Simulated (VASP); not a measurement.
# Ir (P6_3/mmc) in VASP: a series of runs, part 2 of 2

VASP 6.6.1. The steps go on from the part before.

**4. Relaxation of cell and atoms, PBEsol**

This run uses another cell than the first one, of 15.31 Å³/atom, 1.088 times its volume.

INCAR reads:

```
PREC = Accurate
ENCUT = 600
EDIFF = 1E-6
ISMEAR = 0
SIGMA = 0.1
LREAL = F
LASPH = T
NELM = 100
ALGO = Normal
ISIF = 3
LWAVE = F
LCHARG = F
GGA = PS
IBRION = 2
NSW = 90
EDIFFG = -0.04
```

KPOINTS reads:

```
Automatic mesh
0
Gamma
  9 9 2
```

POSCAR reads:

```
Ir
1.0
    2.7989532549      0.0000000000      0.0000000000
   -1.3994766274      2.4239646228      0.0000000000
    0.0000000000      0.0000000000      9.0271766845
Ir
4
Direct
    0.0000000000      0.0000000000      0.0000000000
    0.0000000000      0.0000000000      0.5000000000
    0.3333333333      0.6666666667      0.7500000000
    0.6666666667      0.3333333333      0.2500000000
```

Potentials or basis: VASP PAW PBE potentials, release 64 (Ir).

Started as:

```bash
> cat potpaw_PBE.64/Ir/POTCAR > POTCAR
> mpirun -np 1 vasp_std > vasp.out
```

OUTCAR:

```text
PREC = Accurate
   ENCUT = 600
   EDIFF = 1E-6
   ISMEAR = 0
   LREAL = F
   LASPH = T
   NELM = 100
   ISIF = 3
   GGA = PS
   IBRION = 2
   NSW = 90
   EDIFFG = -0.04

 ion  position               nearest neighbor table
   1  0.000  0.000  0.000-   3 2.78   4 2.78   4 2.78   3 2.78   4 2.78   3 2.78
   2  0.000  0.000  0.500-   3 2.78   4 2.78   4 2.78   3 2.78   4 2.78   3 2.78
   3  0.333  0.667  0.750-   1 2.78   2 2.78   1 2.78   2 2.78   1 2.78   2 2.78
   4  0.667  0.333  0.250-   1 2.78   2 2.78   1 2.78   2 2.78   1 2.78   2 2.78

  LATTYP: Found a hexagonal cell.
 ALAT       =     2.7989532549
 C/A-ratio  =     3.2251973729

  Lattice vectors:

 A1 = (   2.7989532549,   0.0000000000,   0.0000000000)
[... 900 lines left out ...]
  free  energy   TOTEN  =       -39.1208210448 eV

  energy  without entropy=      -39.1040627427  energy(sigma->0) =      -39.11244189

[... ionic steps 4 to 7 ...]

--------------------------------------- Ionic step        8  -------------------------------------------

 number of electron      36.0000001 magnetization

------------------------ aborting loop because EDIFF is reached ----------------------------------------
[... 71 lines left out ...]
--------------------------------------- Ionic step       10  -------------------------------------------

 number of electron      36.0000001 magnetization

 Free energy of the ion-electron system (eV)
  ---------------------------------------------------
  ext. energy  EPLUGINS =         0.00000000
  ---------------------------------------------------
  free energy    TOTEN  =       -39.12839353 eV

  energy without entropy =      -39.11133364  energy(sigma->0) =      -39.11986358

 E-fermi :  10.2576     XC(G=0): -14.1133

 val. band max:       10.2494886143   @ k =   0.3333   0.0000   0.0000
 cond. band min:      10.3268398469   @ k =   0.4444  -0.0000   0.0000
 fundamental gap:      0.0773512326
 Fermi energy:        10.2575854461

 k-point     1 :       0.0000    0.0000    0.0000
  band No.  band energies     occupation
      1      -0.9312      2.00000
      2       1.3148      2.00000
      3       1.3434      2.00000
      4       2.1429      2.00000
      5       5.8567      2.00000
      6       5.9086      2.00000
[... 620 lines left out ...]
  FREE ENERGIE OF THE ION-ELECTRON SYSTEM (eV)
  ---------------------------------------------------
  free  energy   TOTEN  =       -39.1283935296 eV

  energy  without entropy=      -39.1113336356  energy(sigma->0) =      -39.11986358

 reached required accuracy - stopping structural energy minimisation
```

CONTCAR:

```text
Ir
   1.00000000000000
     2.7198343858664216   -0.0000000000016294   -0.0000000000000000
    -1.3599171928860354    2.3554456722946830    0.0000000000000000
    -0.0000000000000000   -0.0000000000000000    8.8143137499034374
  Ir
     4
Direct
     0.0000000000000000    0.0000000000000000    0.0000000000000000
     0.0000000000000000    0.0000000000000000    0.5000000000000000
     0.3333333332999970    0.6666666667000030    0.7500000000000000
     0.6666666667000030    0.3333333332999970    0.2500000000000000

  0.00000000E+00  0.00000000E+00  0.00000000E+00
  0.00000000E+00  0.00000000E+00  0.00000000E+00
  0.00000000E+00  0.00000000E+00  0.00000000E+00
  0.00000000E+00  0.00000000E+00  0.00000000E+00
```

It took 1.7 min on 1 thread of Intel Xeon 6975P-C (Granite Rapids), shared host; peak memory 0.21 GiB.

Results:

| Item | Value |
| --- | --- |
| Free energy | -39.1284 eV |
| Relaxed volume | 14.12 Å³/atom |
| Relaxed cell | a = 2.720 Å, b = 2.720 Å, c = 8.814 Å, α = 90.00°, β = 90.00°, γ = 120.00° |
| Space group after relaxing (to 0.05 Å) | P6_3/mmc (No. 194) |
| Energy gained by relaxing | 103.5 meV/atom |
| Ionic steps | 10 |
| Pressure after relaxing | 0.0 GPa |

The path:
| step | energy change (eV) | largest force (eV/Å) | pressure (GPa) | volume (Å³) |
| --- | --- | --- | --- | --- |
| 1 | 0.0000 | 0.0000 | -25.49 | 61.25 |
| 2 | 7.5337 | 0.0000 | 235.91 | 42.09 |
| 3 | -0.4065 | 0.0000 | -3.83 | 57.04 |
| 4 | -0.4124 | 0.0000 | -1.45 | 56.69 |
| 5 | -0.4134 | 0.0000 | 0.01 | 56.47 |
| 6 | -0.4132 | 0.0000 | 0.65 | 56.38 |
| 7 | -0.4115 | 0.0000 | -2.08 | 56.77 |
| 8 | -0.4139 | 0.0000 | -0.31 | 56.52 |
| 9 | -0.4138 | 0.0000 | 0.47 | 56.40 |
| 10 | -0.4141 | 0.0000 | 0.01 | 56.47 |

Final structure:
```
Ir
1.0
     2.71983    0.00000    0.00000
    -1.35992    2.35545    0.00000
     0.00000    0.00000    8.81431
Ir
4
Cartesian
  0.0000 0.0000 0.0000
  0.0000 0.0000 4.4072
  0.0000 1.5703 6.6107
  1.3599 0.7851 2.2036
```

Levels at points of the mesh, in eV from the Fermi level:
```
           k point  band 16  band 17  band 18  band 19  band 20  band 21
(0.00, 0.00, 0.00)    -1.79    -1.79    -1.05    -1.05    -0.74    -0.30
(0.00, 0.00, 0.50)    -2.69    -1.37    -1.37    -1.37    -1.37     0.25
```

Caveat: the bands computed are all filled at some k points, so no gap is given; the PAW data sets were made with another functional, which shifts forces and pressure a little. The run has no spin-orbit coupling, so splittings on Ir are missing.

**5. Single point, PBEsol**

This run uses another cell than the first one, of 15.31 Å³/atom, 1.088 times its volume.

INCAR reads:

```
SYSTEM = Ir
PREC     = Accurate       ! precision mode
ENCUT    = 520            ! plane-wave cutoff, eV
EDIFF    = 1E-6           ! SCF threshold, eV
ISMEAR   = 0              ! smearing method
SIGMA    = 0.1            ! smearing width, eV
LREAL    = .FALSE.        ! projectors in reciprocal space
LASPH    = .TRUE.         ! aspherical terms in the spheres
NELM     = 100            ! most SCF steps
ALGO     = Normal         ! electronic algorithm
ISIF     = 2              ! what is computed and relaxed
LWAVE    = .FALSE.        ! write WAVECAR
LCHARG   = .FALSE.        ! write CHGCAR
GGA      = PS             ! functional
NBANDS   = 26             ! bands
```

KPOINTS reads:

```
regular mesh
0
G
  9 9 2
  0 0 0
```

POSCAR is that of step 4.

Started as:

```bash
> cat potpaw_PBE.64/Ir/POTCAR > POTCAR
> mpirun -np 1 vasp_std > vasp.out
```

Run time: 26 s. Hardware: 1 thread of Intel Xeon 6975P-C (Granite Rapids), shared host; peak memory 0.2 GiB.

The run converged. Its results:

```
Free energy            : -38.7143 eV
Pressure               : -25.6 GPa
Band gap on the k mesh : none (metal or under the smearing width)
```

Stress tensor (GPa, compression positive):
```
-26.03   0.00   0.00
  0.00 -26.03   0.00
  0.00   0.00 -24.63
```

Levels at points of the mesh, in eV from the Fermi level:
```tsv
k point	band 14	band 15	band 16	band 17	band 18	band 19	band 20	band 21	band 22	band 23
(0.00, 0.00, 0.00)	-2.89	-2.89	-1.61	-1.61	-0.95	-0.95	-0.49	-0.29	-0.29	0.65
(0.00, 0.00, 0.50)	-3.19	-2.36	-2.36	-1.23	-1.23	-1.23	-1.23	0.20	0.20	0.20
```

Caveat: so large a pressure means that the cell lies far from this level's equilibrium, or that cutoff or potentials fall short; the potentials were made for another functional, which shifts forces and pressure.

**6. The runs side by side**

| task | cell | k mesh | cutoff (eV) | gap on the mesh (eV) | pressure (GPa) |
| --- | --- | --- | --- | --- | --- |
| single point | P6_3/mmc, 14.08 Å³/atom | 21 × 21 × 6 | 520 | none | 1.0 |
| single point | P6_3/mmc, 14.08 Å³/atom | 9 × 9 × 2 | 520 | none | 1.0 |
| relaxation of cell and atoms | relaxed | 9 × 9 × 2 | 600 | - | 0.0 |
| single point | P6_3/mmc, 15.31 Å³/atom | 9 × 9 × 2 | 520 | none | -25.6 |

Alike in all rows: level PBEsol; potentials or basis VASP PAW PBE potentials, release 64 (Ir); no spin polarisation; smearing gaussian 0.1 eV.

Every run on the cell as given and a fine mesh finds a metal.

Caveats: the PAW data sets were made with another functional, which shifts forces and pressure a little (some runs); the bands computed are all filled at some k points, so no gap is given (some runs); so large a pressure means that the cell lies far from this level's equilibrium, or that cutoff or potentials fall short (some runs); the potentials were made for another functional, which shifts forces and pressure (some runs).

Absolute energies hang on the potentials; compare differences alone.
